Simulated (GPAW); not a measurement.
C:

```
CELL_PARAMETERS angstrom
0.00000 1.78337 1.78337
1.78337 0.00000 1.78337
1.78337 1.78337 0.00000
ATOMIC_POSITIONS crystal
C 0.75000 0.75000 0.75000
C 0.50000 0.50000 0.50000
```

This isn't the form of C at room conditions, which is graphite.

```yaml
Program: GPAW 26.7.0
Task: single point
Functional: PBE
Potentials_or_basis: GPAW PAW data sets (gpaw-data 1.2.1)
Cutoff: 800 eV
Basis: pw
k_mesh: 13 × 13 × 13
Occupations: fermi-dirac, width 0.05 eV
Spin: no spin polarisation
```

On this cell: pressure 1.4 GPa; largest force zero by symmetry; band gap on the k mesh 4.14 eV, indirect (least direct gap 5.60 eV).

The same run follows on a disturbed copy (atoms moved at random, drawn with an rms of 0.05 Å):

```
CELL_PARAMETERS angstrom
0.00000 1.78337 1.78337
1.78337 0.00000 1.78337
1.78337 1.78337 0.00000
ATOMIC_POSITIONS crystal
C 0.74778 0.75306 0.75416
C 0.48928 0.49860 0.49360
```

What changes?

The energy moves by +21.0 meV/atom; pressure 2.2 GPa; largest force 1.664 eV/Å; band gap on the k mesh 3.23 eV, indirect (least direct gap 3.99 eV).

Forces in eV/Å, atoms in the order of the input:
```
C   -0.899 -1.184 -0.748
C    0.899  1.184  0.748
```

Stress tensor (GPa, compression positive):
```
 2.21 -0.37 -1.04
-0.37  2.11 -0.61
-1.04 -0.61  2.26
```

Caveats: an odd mesh through Γ misses points on the zone boundary, where band edges often lie.
